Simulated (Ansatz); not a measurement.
System: NbC (rock salt type), 2 atoms in the cell.

Method: Ansatz, PBE, all-electron LAPW, point nucleus.

k-mesh 8×8×8 Γ-centred; Fermi–Dirac smearing of 0.1 eV; no spin polarisation.

```
Nb C
1.0
     0.00000    2.24500    2.24500
     2.24500    0.00000    2.24500
     2.24500    2.24500    0.00000
Nb C
1 1
Direct
  0.00000 0.00000 0.00000
  0.50000 0.50000 0.50000
```

Question: What pressure does the calculation give?

Answer: The pressure is -0.89 GPa, so at these settings the cell is stretched and would shrink.

The k-mesh is modest, so these values aren't fully converged in k.
